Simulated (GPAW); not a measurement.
Runs of GPAW 26.7.0 on MgS. The structure is cubic, space group F-43m (No. 216). The conventional cell has a = 5.666 Å, b = 5.666 Å, c = 5.666 Å, α = 90.00°, β = 90.00°, γ = 90.00°. S (site symmetry -43m) has 4 Mg at 2.45 Å as nearest neighbours. Mg (site symmetry -43m) is surrounded by 4 S at 2.45 Å. The cell comes from a database or a generator and needn't be the stable form of this composition.

```csv
level,potentials or basis,smearing,gap on the mesh (eV),pressure (GPa)
LDA,"the program's PAW data sets (release 1.2.1) made for this functional, pw",gaussian 0.05 eV,3.17,-2.2
r2SCAN+D4,"GPAW PAW data sets (gpaw-data 1.2.1), pw",fermi-dirac 0.05 eV,4.13,-0.6
LDA,"the program's PAW data sets (release 1.2.1) made for this functional, pw",gaussian 0.02 eV,3.17,-2.2
PBE,"GPAW PAW data sets (gpaw-data 1.2.1), pw",gaussian 0.02 eV,(a),0.9
```

Alike in all rows: task single point; no spin polarisation; cell as given; k mesh 8 × 8 × 8; cutoff (eV) 800.

Fill in the values left out.

(a) 3.45.

Caveats: the PAW data sets were made with another functional, which shifts forces and pressure a little (some runs).

A k mesh can miss the band edges.
